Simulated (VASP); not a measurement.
# FeO (R-3m) in VASP: notebook, part 2 of 2

VASP 6.6.1. Earlier steps stand in the parts before.

## (4) Single point, r2SCAN+U, collinear spin, ferrimagnetic start

This run uses another cell than the first one: it holds 4 atoms, not 2.

File INCAR:

```
PREC = Accurate
ENCUT = 520
EDIFF = 1E-7
ISMEAR = 0
SIGMA = 0.05
LREAL = F
LASPH = T
NELM = 100
ALGO = Normal
ISIF = 2
LWAVE = F
LCHARG = T
ISPIN = 2
MAGMOM = 3 -1.5 0 0
LORBIT = 11
LMAXMIX = 4
LDAU = T
LDAUTYPE = 2
LDAUL = 2 -1
LDAUU = 2 0
LDAUJ = 0 0
LDAUPRINT = 1
METAGGA = R2SCAN
LMIXTAU = T
LELF = T
LVHAR = T
```

File KPOINTS:

```
regular mesh
0
Gamma
  5 6 8
```

File POSCAR:

```
FeO
1.0
    0.0000000000      1.7524683600      5.0315891600
   -3.0353642200      0.0000000000      0.0000000000
    0.0000000000     -1.7524683500      2.5157945800
Fe O
2 2
Direct
    0.0000000000      0.0000000000      0.0000000000
    0.5000000000      0.5000000000      0.0000000000
    0.5000000000      0.0000000000      0.5000000000
    0.0000000000      0.5000000000      0.5000000000
```

The run is started by

```bash
$ cat potpaw_PBE.64/Fe/POTCAR potpaw_PBE.64/O/POTCAR > POTCAR
$ mpirun -np 1 vasp_std > vasp.out
```

It took 8.8 min on 1 thread of Intel Xeon 6975P-C (Granite Rapids), shared host; peak memory 0.26 GiB.

Results (log left out):

- Free energy: -44.1424 eV
- Pressure: 3.8 GPa
- Band gap on the k mesh: 0.15 eV
- Net moment: 0.00 μB per cell
- Site moments: Fe +3.73, -3.72; O -0.07, +0.06 μB
- Valence electrons inside the program's atomic spheres: Fe 6.74; O 5.06, 5.05

Stress tensor (GPa, compression positive):
```
 7.97  0.00  0.00
 0.00  2.57 -1.24
 0.00 -1.24  0.77
```

Levels at points of the mesh, in eV from the valence-band top:
Spin up:
```
           k point  band 10  band 11  band 12  band 13  band 14  band 15  band 16  band 17  band 18  band 19
(0.00, 0.00, 0.00)    -4.11    -3.56    -3.45    -3.37    -1.06     0.21     1.08     1.75     1.95     3.10
(0.00, 0.50, 0.00)    -4.22    -3.21    -2.23    -1.07    -0.46     1.85     1.87     3.74     3.89     6.42
(0.00, 0.00, 0.50)    -3.64    -2.81    -0.99    -0.59    -0.38     2.28     2.40     3.86     4.95     4.96
(0.00, 0.50, 0.50)    -4.14    -3.64    -2.72    -2.49    -0.98     1.65     2.33     2.51     4.31     8.24
```
Spin down:
```
           k point  band 10  band 11  band 12  band 13  band 14  band 15  band 16  band 17  band 18  band 19
(0.00, 0.00, 0.00)    -3.51    -3.49    -3.34    -3.34    -1.98     0.98     1.99     2.30     2.31     3.58
(0.00, 0.50, 0.00)    -3.70    -3.37    -3.30    -1.39    -0.11     2.27     2.27     2.36     5.62     6.20
(0.00, 0.00, 0.50)    -3.67    -2.57    -1.44    -0.88    -0.19     2.69     2.73     3.94     5.00     5.15
(0.00, 0.50, 0.50)    -4.67    -4.14    -2.86    -2.31    -0.02     1.94     1.96     3.03     4.15     8.06
```

Eigenvalues of the final occupation matrices:
```
    site  spin  trace               eigenvalues
site 1 d     1   4.89  0.96 0.96 0.96 1.00 1.01
site 1 d     2   1.22  0.03 0.03 0.10 0.12 0.95
site 2 d     1   1.23  0.03 0.04 0.10 0.11 0.95
site 2 d     2   4.88  0.95 0.96 0.96 1.01 1.01
```

Caveat: the PAW data sets were made with another functional, which shifts forces and pressure a little; an odd mesh through Γ misses points on the zone boundary, where band edges often lie.

## (5) Single point, r2SCAN+U, collinear spin, random start

Changes to INCAR since step 4:

```diff
@@ -2,3 +2,3 @@
 ENCUT = 520
-EDIFF = 1E-7
+EDIFF = 1E-6
 ISMEAR = 0
@@ -7,3 +7,3 @@
 LASPH = T
-NELM = 100
+NELM = 120
 ALGO = Normal
@@ -13,3 +13,3 @@
 ISPIN = 2
-MAGMOM = 3 -1.5 0 0
+MAGMOM = 1.05 0
 LORBIT = 11
@@ -26 +26,2 @@
 LVHAR = T
+NBANDS = 18
```

File KPOINTS:

```
Automatic mesh
0
Gamma
  8 8 8
```

File POSCAR:

```
FeO
1.0
    1.5176821100      0.8762341800      2.5157945800
   -1.5176821100      0.8762341800      2.5157945800
    0.0000000000     -1.7524683500      2.5157945800
Fe O
1 1
Direct
    0.0000000000      0.0000000000      0.0000000000
    0.5000000000      0.5000000000      0.5000000000
```

The run is started by

```bash
$ cat potpaw_PBE.64/Fe/POTCAR potpaw_PBE.64/O/POTCAR > POTCAR
$ mpirun -np 1 vasp_std > vasp.out
```

It took 71 s on 1 thread of Intel Xeon 6975P-C (Granite Rapids), shared host; peak memory 0.18 GiB.

Results (log left out):

- Free energy: -21.8279 eV
- Pressure: -6.2 GPa
- Band gap on the k mesh: none (metal or under the smearing width)
- Net moment: 4.00 μB per cell
- Site moments: Fe +3.77; O +0.23 μB
- Valence electrons inside the program's atomic spheres: Fe 6.70; O 5.04

Stress tensor (GPa, compression positive):
```
-5.76  0.00  0.00
 0.00 -5.76  0.00
 0.00  0.00 -7.10
```

Levels at points of the mesh, in eV from the Fermi level:
Spin up:
```csv
k point,band 6,band 7,band 8,band 9,band 10,band 11,band 12,band 13
"(0.00, 0.00, 0.00)",-6.14,-4.72,-4.62,-4.62,-0.29,15.40,15.90,16.30
"(0.50, 0.00, 0.00)",-5.44,-4.57,-2.03,-2.00,3.81,8.36,12.27,12.47
"(0.50, 0.50, 0.00)",-5.78,-5.33,-5.21,-5.21,4.95,8.72,9.82,14.71
"(0.50, 0.50, 0.50)",-5.49,-4.63,-2.03,-2.03,3.93,8.13,12.65,12.65
```
Spin down:
| k point | band 3 | band 4 | band 5 | band 6 | band 7 | band 8 |
| --- | --- | --- | --- | --- | --- | --- |
| (0.00, 0.00, 0.00) | -4.07 | -4.07 | -0.84 | -0.74 | -0.74 | 0.76 |
| (0.50, 0.00, 0.00) | -5.82 | -5.73 | 0.38 | 0.46 | 0.59 | 3.46 |
| (0.50, 0.50, 0.00) | -5.37 | -5.27 | -2.21 | 0.75 | 0.76 | 1.59 |
| (0.50, 0.50, 0.50) | -5.69 | -5.69 | 0.40 | 0.40 | 0.53 | 3.43 |

Eigenvalues of the final occupation matrices:
```csv
site,spin,trace,eigenvalues
site 1 d,1,4.90,0.96 0.96 0.96 1.01 1.01
site 1 d,2,1.17,0.11 0.11 0.32 0.32 0.32
```

Caveat: the PAW data sets were made with another functional, which shifts forces and pressure a little; a cell with one magnetic atom can't hold antiferromagnetic order, which such compounds often take.

## (6) Summary

| spin | k mesh | supercell matrix | gap on the mesh (eV) | pressure (GPa) | moment (μB) |
| --- | --- | --- | --- | --- | --- |
| collinear, ferromagnetic start | 8 × 8 × 8 | - | none | -6.2 | 4.00 |
| collinear, antiferromagnetic start | 8 × 8 × 4 | [1, 0, 0, 0, 1, 0, 0, 0, 2] | none | -3.3 | 0.00 |
| collinear, ferrimagnetic start | 5 × 6 × 8 | [1, 1, 0, -1, 1, 0, 0, 0, 1] | 0.15 | 3.8 | 0.00 |
| collinear, random start | 8 × 8 × 8 | - | none | -6.2 | 4.00 |

Alike in all rows: task single point; level r2SCAN+U; potentials or basis VASP PAW PBE potentials, release 64 (Fe, O); Fe d U = 2 eV; cell as given; cutoff (eV) 520; smearing gaussian 0.05 eV.

On the cell as given the gap runs from zero (r2SCAN+U) to 0.15 eV (r2SCAN+U); the meshes differ, which moves gaps too.

Caveats: the PAW data sets were made with another functional, which shifts forces and pressure a little; a cell with one magnetic atom can't hold antiferromagnetic order, which such compounds often take (some runs); an odd mesh through Γ misses points on the zone boundary, where band edges often lie (some runs).

Total energies depend on the potentials used, so only differences within one code and one set of settings carry meaning.
